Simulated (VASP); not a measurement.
Pb, 1 atom in the cell. It takes space group Fm-3m (No. 225, cubic). The conventional cell has a = 4.950 Å, b = 4.950 Å, c = 4.950 Å, α = 90.00°, β = 90.00°, γ = 90.00°. Pb (site symmetry m-3m) has 12 Pb at 3.50 Å as nearest neighbours. 

* Program: VASP 6.6.1
* Task: relaxation of cell and atoms
* Functional: revPBE
* Potentials or basis: VASP PAW PBE potentials, release 64 (Pb_d)
* Cutoff: 600 eV
* k mesh: 9 × 9 × 9
* Occupations: fermi-dirac, width 0.05 eV
* Spin: no spin polarisation
* Further INCAR settings: ALGO = Fast; EDIFF = 1e-06; IBRION = 2; EDIFFG = -0.01; NSW = 40; ISIF = 3

Potentials or basis: VASP PAW PBE potentials, release 64 (Pb_d).

Launch:

```bash
$ cat potpaw_PBE.64/Pb_d/POTCAR > POTCAR
$ mpirun -np 1 vasp_std > vasp.out
```

Hardware: 1 thread of Intel(R) Xeon(R) Platinum 8259CL CPU @ 2.50GHz (Skylake/Cascade Lake), on a shared host.

Estimate the wall time of this run.

Wall time 45 s on 1 thread of Intel(R) Xeon(R) Platinum 8259CL CPU @ 2.50GHz (Skylake/Cascade Lake) (shared host), peak memory 0.16 GiB. Counts: scf iterations 47, k points 35, ion steps 4.
